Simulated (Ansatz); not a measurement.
# How far is PAW off for CuCl?

```xyz
2
Lattice="0.0000 2.7101 2.7101 2.7101 0.0000 2.7101 2.7101 2.7101 0.0000" Properties=species:S:1:pos:R:3 pbc="T T T"
Cu    0.0000    0.0000    0.0000
Cl    4.0652    4.0652    4.0652
```

Atom numbers follow the list: Cu1, Cl2.

The cell is COD entry 9013925, as deposited and not checked against the literature; nothing was relaxed.

All numbers are computed: DFT, PBE, PAW with Ansatz's default frozen-core files, scalar-relativistic (Ansatz 0.2.0); DFT, PBE, all-electron PAW with datasets made for the crystal, scalar-relativistic (Ansatz 0.2.0); DFT, PBE, all-electron LAPW, scalar-relativistic (Ansatz 0.2.0).

For PAW: a Γ-centred 13×13×13 k mesh, Fermi–Dirac smearing of 0.05 eV, cutoff 420 eV, no spin polarisation. The crystal-made all-electron datasets (AE datasets) take a cutoff of 300 eV at this cell. LAPW targets a basis error of 0.25 meV/atom. The Ansatz runs share mesh, smearing and spin set-up. Plane-wave (PAW) pressures include the program's estimate of the Pulay term.

Stress and pressure are positive in compression.

Levels count from the top of the valence band.

| quantity | PAW | AE datasets | LAPW |
| --- | --- | --- | --- |
| pressure (GPa) | 0.10 | 0.14 | 0.14 |
| band gap (eV) | 0.531 | 0.531 | 0.531 |
| highest filled level at Γ (eV) | 0.000 | 0.000 | 0.000 |
| lowest empty level at Γ (eV) | 0.531 | 0.531 | 0.531 |
| highest filled level at X (eV) | -1.087 | -1.086 | -1.086 |
| lowest empty level at X (eV) | 3.434 | 3.433 | 3.433 |
| highest filled level at W (eV) | -0.775 | -0.774 | -0.774 |
| lowest empty level at W (eV) | 5.039 | 5.038 | 5.038 |

PAW's pressure differs from the LAPW value by -0.03 GPa.
